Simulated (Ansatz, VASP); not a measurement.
## One calculation of Au, two programs

```
Au
1.0
     0.00000    2.02500    2.02500
     2.02500    0.00000    2.02500
     2.02500    2.02500    0.00000
Au
1
Direct
  0.00000 0.00000 0.00000
```

Alike in both runs: task relaxation of cell and atoms; functional LDA; k mesh 20 × 20 × 20; occupations methfessel-paxton of order 1, width 0.1 eV; no spin polarisation.

|  | VASP | Ansatz |
| --- | --- | --- |
| version | VASP 6.6.1 | Ansatz 0.2.0 |
| potentials or method | VASP PAW LDA potentials, release 64 (Au) | scalar-relativistic, plane waves, PAW |
| plane-wave cutoff (eV) | 600 | 420 |
| valence electrons in the cell | 11 | 19 |

```csv
,VASP,Ansatz,Ansatz less VASP
"gap on the k mesh at the Fermi level, each at its own relaxed structure (eV)",none,none,-
relaxed volume (Å³/atom),16.64,16.59,-0.050
relaxed cell length with the largest relative difference (Å),2.865,2.863,-0.0029
```

A gap of «none» marks a metal or a gap that the smearing closes. The two sets of potentials don't hold the same shells in valence.

Spin-orbit coupling is left out, which matters for the levels of Au.
